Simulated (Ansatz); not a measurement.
# CaF3 under changes of volume

One of the cells (11.627 Å³/atom); the others are scaled copies at fixed shape and fractional positions:

```
CELL_PARAMETERS angstrom
-1.89941 1.89941 3.22268
1.89941 -1.89941 3.22268
1.89941 1.89941 -3.22268
ATOMIC_POSITIONS crystal
Ca 0.00000 0.00000 0.00000
F 0.50000 0.50000 0.00000
F 0.25000 0.75000 0.50000
F 0.75000 0.25000 0.50000
```

The cell comes from a database or a generator and needn't be the stable form of this composition.

| Property | Result |
| --- | --- |
| Program | Ansatz 0.2.0 |
| Functional | PBEsol |
| Potentials or basis | Ansatz PAW |
| Cutoff | 420 eV (not typed: the program's choice for these potentials) |
| k mesh | 10 × 10 × 10 |
| Occupations | fermi-dirac, width 0.05 eV |
| Spin | no spin polarisation |

```tsv
volume (Å³/atom)	energy over the lowest point (meV/atom)	pressure (GPa)
10.929	0.43	1.3
11.162	0.00	-0.5
11.394	2.09	-2.1
11.627	?	?
11.859	12.58	-4.8
12.092	20.57	-6.0
12.324	30.08	-7.0
```

Task: What does the run at 11.627 Å³/atom give?

Result: Energy over the lowest point 6.35 meV/atom; pressure -3.6 GPa.

Worked out: A Birch-Murnaghan fit of order 3 (a polynomial in V^(-2/3)) to the other rows has its minimum at 11.08 Å³/atom with B0 = V·E''(V) = 85 GPa and B' = 4.6 at fixed shape and positions, which overstates the stiffness. It gives 6.36 meV/atom at 11.627 Å³/atom, against the run's 6.35, and -dE/dV = -3.6 GPa, against -3.6.

Energies are extrapolated to zero smearing.

Caveats: an odd number of electrons without spin polarisation forces a metal; a magnetic or distorted state may lie lower; the PAW data sets come from PBE, with cores solved anew for the run's functional, which leaves a small shift of forces and pressure.
